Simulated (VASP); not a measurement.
Runs of VASP 6.6.1 on Re. It takes space group Fd-3m (No. 227, cubic). The conventional cell has a = 5.416 Å, b = 5.416 Å, c = 5.416 Å, α = 90.00°, β = 90.00°, γ = 90.00°. Re (site symmetry -43m) is surrounded by 4 Re at 2.35 Å. The cell was built by a generator and needn't be a form met in nature.

| task | cell | k mesh | cutoff (eV) | gap on the mesh (eV) | pressure (GPa) |
| --- | --- | --- | --- | --- | --- |
| relaxation of cell and atoms | relaxed | 10 × 10 × 10 | 600 | none | 0.0 |
| single point | Fd-3m, 23.45 Å³/atom | 10 × 10 × 10 | 520 | none | (a) |
| single point | Fd-3m, 24.39 Å³/atom | 11 × 11 × 11 | 520 | none | -6.1 |
| single point | Fd-3m, 23.45 Å³/atom | 16 × 16 × 16 | 520 | none | -0.5 |

Alike in all rows: level BLYP; potentials or basis VASP PAW PBE potentials, release 64 (Re); no spin polarisation; smearing fermi-dirac 0.1 eV.

Task: Estimate the missing entries.

Result: (a) -0.4.

Caveats: the PAW data sets were made with another functional, which shifts forces and pressure a little; the volume moved by over 15 % at a fixed basis, so the end points are rough (some runs).

A k mesh can miss the band edges, and the runs leave out spin-orbit coupling on Re.

A gap of «none» marks a metal or a gap under the smearing width.
